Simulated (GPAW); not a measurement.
Runs of GPAW 26.7.0 on CuO (Tenorite). Symmetry: C2/c, No. 15, monoclinic system. Conventional cell: a = 4.684 Å, b = 3.423 Å, c = 5.129 Å, α = 90.00°, β = 99.54°, γ = 90.00°. Around Cu (site symmetry -1) lie 4 O at 1.95 to 1.96 Å. O (site symmetry 2) is surrounded by 4 Cu at 1.95 to 1.96 Å. 

```csv
task,level,potentials or basis,k mesh,cutoff (eV),maxiter,convergence,band path,band points,mesh quality,gap on the mesh (eV),pressure (GPa),largest force (eV/Å)
single point,PBE,"GPAW PAW data sets (gpaw-data 1.2.1), pw",6 × 6 × 3,650,120,default,-,-,coarse,none,6.0,0.17
band structure,PBEsol,"PAW data sets generated in the run's folder for this functional, pw",6 × 6 × 4,800,150,-,"GYFLI,I1ZF1,YX1,XGN,MG",100,coarse,-,(b),(a)
band structure,LDA,"the program's PAW data sets (release 1.2.1) made for this functional, pw",6 × 6 × 4,800,150,-,"GYFLI,I1ZF1,YX1,XGN,MG",100,coarse,-,-8.1,0.43
single point,PBE,"GPAW PAW data sets (gpaw-data 1.2.1), pw",8 × 8 × 4,650,120,default,-,-,not flagged,none,5.9,0.19
```

Alike in all rows: no spin polarisation; cell as given; smearing fermi-dirac 0.05 eV.

**Question.** Estimate the missing entries.

**Answer.** (a) 0.29; (b) -0.1.

Caveats: some runs use coarse meshes; with this Cu data set, volumes or pressures lay over 1.5 % or 2 GPa off other programs in two to four cells of ten; the run has no spin polarisation, though such a crystal can be magnetic; semilocal functionals often make such compounds metallic where correlation or magnetic order opens a gap, which also shifts bond lengths; the cutoff is short for stress and forces, so pressures can be off by a GPa or more (some runs).

A gap of «none» marks a metal or a gap under the smearing width.
